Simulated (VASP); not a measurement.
The system is SiRu.

```
CELL_PARAMETERS angstrom
4.69048 0.00000 0.00000
0.00000 4.69048 0.00000
0.00000 0.00000 4.69048
ATOMIC_POSITIONS crystal
Si 0.16161 0.33839 0.66161
Si 0.33839 0.66161 0.16161
Si 0.66161 0.16161 0.33839
Si 0.83839 0.83839 0.83839
Ru 0.86865 0.63135 0.36865
Ru 0.63135 0.36865 0.86865
Ru 0.36865 0.86865 0.63135
Ru 0.13135 0.13135 0.13135
```

The cell comes from a database or a generator and needn't be the stable form of this composition.

Base run:

```yaml
Program: VASP 6.6.1
Functional: PBEsol
Potentials_or_basis: VASP PAW PBE potentials, release 64 (Si, Ru_pv)
Cutoff: 520 eV
k_mesh: 8 × 8 × 8
Occupations: gaussian, width 0.5 eV
Spin: no spin polarisation
```

Its results: band gap on the k mesh 0.25 eV, indirect (least direct gap 0.34 eV); pressure 0.6 GPa.

**Question.** The run is repeated on the same cell with these changes: cutoff from 520 eV to 700 eV; occupations from gaussian, width 0.5 eV to gaussian, width 0.1 eV. What comes out?

**Answer.** Band gap on the k mesh 0.24 eV, indirect (least direct gap 0.33 eV); pressure 0.0 GPa.

Caveats: the PAW data sets were made with another functional, which shifts forces and pressure a little.

A k mesh can miss the band edges.
